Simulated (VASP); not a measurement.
# TePb (Fm-3m) in VASP: settings compared

TePb is run at these levels: PBE, LDA; tasks: single point.

Program: VASP 6.6.1. These are calculated values, not measurements. Logs are shortened: lines on timing, memory, paths and dates and some standing lists are left out, and cuts for length are marked.

**What was measured.**

From a printed reference work, monograph, for a bulk crystal of TePb at 4.2 K: band gap 0.19 eV (direct).

The results are compared with them further down.

## 1. The cell of the first run

It takes space group Fm-3m (No. 225, cubic). The conventional cell has a = 6.536 Å, b = 6.536 Å, c = 6.536 Å, α = 90.00°, β = 90.00°, γ = 90.00°. Within 4.3 Å of Te (site symmetry m-3m) lie 6 Pb at 3.27 Å. Pb (site symmetry m-3m) has 6 Te at 3.27 Å within 4.3 Å.

## 2. Single point, PBE

File INCAR:

```
SYSTEM = TePb
PREC = Accurate
ENCUT = 520
EDIFF = 1E-6
ISMEAR = 0
SIGMA = 0.01
LREAL = .FALSE.
LASPH = .TRUE.
NELM = 80
ALGO = Normal
ISIF = 2
LWAVE = .FALSE.
LCHARG = .FALSE.
GGA = PE
NBANDS = 17
```

File KPOINTS:

```
regular mesh
0
G
  4 4 4
  0 0 0
```

File POSCAR:

```
TePb
1.0
    0.0000000000      3.2678555511      3.2678555511
    3.2678555511      0.0000000000      3.2678555511
    3.2678555511      3.2678555511      0.0000000000
Te Pb
1 1
Direct
    0.5000000000      0.5000000000      0.5000000000
    0.0000000000      0.0000000000      0.0000000000
```

Potentials or basis: VASP PAW PBE potentials, release 64 (Te, Pb_d).

Run with:

```sh
$ cat potpaw_PBE.64/Te/POTCAR potpaw_PBE.64/Pb_d/POTCAR > POTCAR
$ mpirun -np 1 vasp_std > vasp.out
```

OUTCAR:

```text
SYSTEM = TePb
   PREC = Accurate
   ENCUT = 520
   EDIFF = 1E-6
   ISMEAR = 0
   LREAL = .FALSE.
   LASPH = .TRUE.
   NELM = 80
   ISIF = 2
   GGA = PE

 ion  position               nearest neighbor table
   1  0.500  0.500  0.500-   2 3.27   2 3.27   2 3.27   2 3.27   2 3.27   2 3.27
   2  0.000  0.000  0.000-   1 3.27   1 3.27   1 3.27   1 3.27   1 3.27   1 3.27

  LATTYP: Found a face centered cubic cell.
 ALAT       =     6.5357111022

  Lattice vectors:

 A1 = (   0.0000000000,   3.2678555511,   3.2678555511)
 A2 = (   3.2678555511,   0.0000000000,   3.2678555511)
 A3 = (   3.2678555511,   3.2678555511,   0.0000000000)

Analysis of symmetry for initial positions (statically):
=====================================================================
 Subroutine PRICEL returns:
 Original cell was already a primitive cell.

 Routine SETGRP: Setting up the symmetry group for a
 face centered cubic supercell.

 Subroutine GETGRP returns: Found 48 space group operations
 (whereof 48 operations were pure point group operations)
 out of a pool of 48 trial point group operations.

The static configuration has the point symmetry O_h .

Analysis of symmetry for dynamics (positions and initial velocities):
=====================================================================
 Subroutine PRICEL returns:
 Original cell was already a primitive cell.

 Routine SETGRP: Setting up the symmetry group for a
 face centered cubic supercell.

 Subroutine GETGRP returns: Found 48 space group operations
 (whereof 48 operations were pure point group operations)
 out of a pool of 48 trial point group operations.

The dynamic configuration has the point symmetry O_h .

 Subroutine INISYM returns: Found 48 space group operations
 (whereof 48 operations are pure point group operations),
 and found     1 'primitive' translations

----------------------------------------------------------------------------------------

                                     Primitive cell

  volume of cell :      69.7941

  direct lattice vectors                    reciprocal lattice vectors
     0.000000000  3.267855551  3.267855551    -0.153005539  0.153005539  0.153005539
     3.267855551  0.000000000  3.267855551     0.153005539 -0.153005539  0.153005539
     3.267855551  3.267855551  0.000000000     0.153005539  0.153005539 -0.153005539

  length of vectors
     4.621445640  4.621445640  4.621445640     0.265013367  0.265013367  0.265013367

  position of ions in fractional coordinates (direct lattice)
     0.500000000  0.500000000  0.500000000
     0.000000000  0.000000000  0.000000000

  ion indices of the primitive-cell ions
   primitive index   ion index
                 1           1
                 2           2

----------------------------------------------------------------------------------------

 KPOINTS: regular mesh

Automatic generation of k-mesh.
 Grid dimensions read from file:
 generate k-points for:    4    4    4

 Generating k-lattice:

  Cartesian coordinates                     Fractional coordinates (reciprocal lattice)
    -0.038251385  0.038251385  0.038251385     0.250000000  0.000000000  0.000000000
     0.038251385 -0.038251385  0.038251385     0.000000000  0.250000000  0.000000000
     0.038251385  0.038251385 -0.038251385     0.000000000  0.000000000  0.250000000

  Length of vectors
     0.066253342  0.066253342  0.066253342

  Shift w.r.t. Gamma in fractional coordinates (k-lattice)
     0.000000000  0.000000000  0.000000000

 Subroutine IBZKPT returns following result:
 ===========================================

 Found      8 irreducible k-points:

 Following reciprocal coordinates:
            Coordinates               Weight
  0.000000  0.000000  0.000000      1.000000
  0.250000  0.000000  0.000000      8.000000
  0.500000  0.000000  0.000000      4.000000
  0.250000  0.250000  0.000000      6.000000
  0.500000  0.250000  0.000000     24.000000
 -0.250000  0.250000  0.000000     12.000000
  0.500000  0.500000  0.000000      3.000000
 -0.250000  0.500000  0.250000      6.000000
   k-points           NKPTS =      8   k-points in BZ     NKDIM =      8   number of bands    NBANDS=     17
   number of dos      NEDOS =    301   number of ions     NIONS =      2
   total plane-waves  NPLWV =  46656
   dimension x,y,z NGX =    36 NGY =   36 NGZ =   36
   dimension x,y,z NGXF=    72 NGYF=   72 NGZF=   72
   ions per type =               1   1
   NGX,Y,Z   is equivalent  to a cutoff of  12.95, 12.95, 12.95 a.u.
   NGXF,Y,Z  is equivalent  to a cutoff of  25.90, 25.90, 25.90 a.u.
 SYSTEM =  TePb
   PREC   = accura    normal or accurate (medium, high low for compatibility)
   ISTART =      0    job   : 0-new  1-cont  2-samecut
   ICHARG =      2    charge: 1-file 2-atom 10-const
   ISPIN  =      1    spin polarized calculation?
   LNONCOLLINEAR =      F non collinear calculations
   LSORBIT =      F    spin-orbit coupling
   LASPH  =      T    aspherical Exc in radial PAW
   ENCUT  =  520.0 eV  38.22 Ry    6.18 a.u.   8.59  8.59  8.59*2*pi/ulx,y,z
   NELM   =     80;   NELMIN=  2; NELMDL= -5     # of ELM steps
   EDIFF  = 0.1E-05   stopping-criterion for ELM
   LREAL  =      F    real-space projection
   EDIFFG = 0.1E-04   stopping-criterion for IOM
   NSW    =      0    number of steps for IOM
   IBRION =     -1    ionic relax: 0-MD 1-quasi-New 2-CG
   NFREE  =      0    steps in history (QN), initial steepest desc. (CG)
   ISIF   =      2    stress and relaxation
   ISYM   =      2    0-nonsym 1-usesym 2-fastsym
   POTIM  = 0.5000    time-step for ionic-motion
   TEBEG  =    0.0;   TEEND  =   0.0 temperature during run
   PSTRESS=    0.0 pullay stress
   NELECT =      20.0000    total number of electrons
   NUPDOWN=      -1.0000    fix difference up-down
   EMIN   =  10.00;   EMAX   =-10.00  energy-range for DOS
   EFERMI =   0.00;   METHOD = LEGACY
   ISMEAR =     0;   SIGMA  =   0.01  broadening in eV -4-tet -1-fermi 0-gaus
   EFERMI_NEDOS =   21; number of points for ismear=-14 and -15
   IALGO  =     38    algorithm
   IMIX   =      4    mixing-type and parameters
     AMIX     =   0.40;   BMIX     =  1.00
     AMIX_MAG =   1.60;   BMIX_MAG =  1.00
  volume/ion in A,a.u.               =      34.90       235.50
  Fermi-wavevector in a.u.,A,eV,Ry     =   1.079308  2.039596 15.849499  1.164905
  Thomas-Fermi vector in A             =   2.215269
   LORBIT       =      0    0 simple, 1 ext, 2 COOP (PROOUT), +10 PAW based schemes
   GGA     = PE    functional components
   LHFCALC =     F    Hartree Fock is set to
   AEXX    =    0.0000 exact exchange contribution
   IVDW    =     0    specifies the selected vdW correction
   LEPSILON=     F    determine dielectric tensor
   LRPA    =     F    only Hartree local field effects (RPA)
 non-spin polarized calculation
 Gauss-broadening in eV      SIGMA  =   0.01
  energy-cutoff  :      520.00
  volume of cell :       69.79
 maximum number of plane-waves:      1893
 NGX is ok and might be reduce to    36
   NGX = 17   NGY = 17   NGZ = 17

 number of electron      20.0000002 magnetization

 Free energy of the ion-electron system (eV)
  ---------------------------------------------------
  ext. energy  EPLUGINS =         0.00000000
  ---------------------------------------------------
  free energy    TOTEN  =        -7.51353612 eV

  energy without entropy =       -7.51353612  energy(sigma->0) =       -7.51353612

 E-fermi :   5.2850     XC(G=0):  -9.1512

 val. band max:        5.1834937011   @ k =   0.5000   0.0000   0.0000
 cond. band min:       5.9866688233   @ k =   0.5000   0.0000   0.0000
 fundamental gap:      0.8031751222
 Fermi energy:         5.2849835184

 k-point     1 :       0.0000    0.0000    0.0000
  band No.  band energies     occupation
      1     -11.4848      2.00000
      2     -11.4848      2.00000
      3     -11.4778      2.00000
      4     -11.4778      2.00000
      5     -11.4778      2.00000
      6      -6.5523      2.00000
[... 9 lines left out ...]
     16      11.0640      0.00000
     17      12.6566      0.00000

 k-point     2 :       0.2500    0.0000    0.0000
  band No.  band energies     occupation
      1     -11.4908      2.00000
      2     -11.4908      2.00000
      3     -11.4766      2.00000
      4     -11.4706      2.00000
      5     -11.4706      2.00000
      6      -6.0591      2.00000
[... 9 lines left out ...]
     16      12.1279      0.00000
     17      15.3357      0.00000

 k-point     3 :       0.5000    0.0000    0.0000
  band No.  band energies     occupation
      1     -11.4974      2.00000
      2     -11.4974      2.00000
      3     -11.4755      2.00000
      4     -11.4627      2.00000
      5     -11.4627      2.00000
      6      -5.2047      2.00000
[... 9 lines left out ...]
     16      14.4424      0.00000
     17      14.4424      0.00000

 k-point     4 :       0.2500    0.2500    0.0000
  band No.  band energies     occupation
      1     -11.5061      2.00000
      2     -11.4820      2.00000
      3     -11.4800      2.00000
      4     -11.4670      2.00000
      5     -11.4670      2.00000
      6      -5.9073      2.00000
[... 9 lines left out ...]
     16      13.6158      0.00000
     17      13.6208      0.00000

 k-point     5 :       0.5000    0.2500    0.0000
  band No.  band energies     occupation
      1     -11.5157      2.00000
      2     -11.4856      2.00000
      3     -11.4778      2.00000
      4     -11.4634      2.00000
      5     -11.4597      2.00000
      6      -5.1194      2.00000
[... 9 lines left out ...]
     16      14.8561      0.00000
     17      15.5956      0.00000

 k-point     6 :      -0.2500    0.2500    0.0000
  band No.  band energies     occupation
      1     -11.5008      2.00000
      2     -11.4936      2.00000
      3     -11.4720      2.00000
      4     -11.4671      2.00000
      5     -11.4662      2.00000
      6      -5.3738      2.00000
[... 9 lines left out ...]
     16      13.7487      0.00000
     17      14.5316      0.00000

 k-point     7 :       0.5000    0.5000    0.0000
  band No.  band energies     occupation
      1     -11.5362      2.00000
      2     -11.4863      2.00000
      3     -11.4751      2.00000
      4     -11.4553      2.00000
      5     -11.4553      2.00000
      6      -4.9898      2.00000
[... 9 lines left out ...]
     16      15.9070      0.00000
     17      16.1644      0.00000

 k-point     8 :      -0.2500    0.5000    0.2500
  band No.  band energies     occupation
      1     -11.5210      2.00000
      2     -11.4859      2.00000
      3     -11.4713      2.00000
      4     -11.4713      2.00000
      5     -11.4554      2.00000
      6      -4.8422      2.00000
[... 9 lines left out ...]
     16      16.0909      0.00000
     17      16.1538      0.00000

------------------------ aborting loop because EDIFF is reached ----------------------------------------

  FORCE on cell =-STRESS in cart. coord.  units (eV):
  Direction    XX          YY          ZZ          XY          YZ          ZX
  --------------------------------------------------------------------------------------
  -------------------------------------------------------------------------------------
  Total        0.2428782      0.2428782      0.2428782      0.0000000      0.0000000     -0.0000000
  in kB        5.5754589      5.5754589      5.5754589      0.0000000      0.0000000     -0.0000000
  external PRESSURE =       5.5754589 kB  Pullay stress =       0.0000000 kB

 VOLUME and BASIS-vectors are now :
 -----------------------------------------------------------------------------
  energy-cutoff  :      520.00
  volume of cell :       69.79
      direct lattice vectors                 reciprocal lattice vectors
     0.000000000  3.267855551  3.267855551    -0.153005539  0.153005539  0.153005539
     3.267855551  0.000000000  3.267855551     0.153005539 -0.153005539  0.153005539
     3.267855551  3.267855551  0.000000000     0.153005539  0.153005539 -0.153005539

 POSITION                                       TOTAL-FORCE (eV/Angst)
 -----------------------------------------------------------------------------------
      3.26786      3.26786      3.26786        -0.000000      0.000000     -0.000000
      0.00000      0.00000      0.00000         0.000000     -0.000000      0.000000
 -----------------------------------------------------------------------------------
    total drift:                               -0.000000      0.000000      0.000000

  FREE ENERGIE OF THE ION-ELECTRON SYSTEM (eV)
  ---------------------------------------------------
  free  energy   TOTEN  =        -7.5135361188 eV

  energy  without entropy=       -7.5135361188  energy(sigma->0) =       -7.51353612
```

Wall time 7.5 s (1 thread of Intel Xeon 6975P-C (Granite Rapids), shared host); peak memory 0.2 GiB.

Results:

- Free energy: -7.5135 eV
- Pressure: 0.6 GPa
- Band gap on the k mesh: 0.80 eV, direct

Levels at points of the mesh, in eV from the valence-band top:
```tsv
k point	band 6	band 7	band 8	band 9	band 10	band 11	band 12	band 13	band 14	band 15
(0.00, 0.00, 0.00)	-11.74	-5.68	-1.21	-1.21	-1.21	4.04	4.04	4.04	5.88	5.88
(0.50, 0.00, 0.00)	-10.39	-8.41	-0.78	-0.78	0.00	0.80	1.36	1.36	8.35	9.17
(0.50, 0.50, 0.00)	-10.17	-7.24	-4.23	-2.60	-2.60	3.44	5.36	5.36	6.52	10.03
```

Caveat: spin-orbit coupling is left out, which moves the levels of the heavy elements.

[end of part 1 of 3]
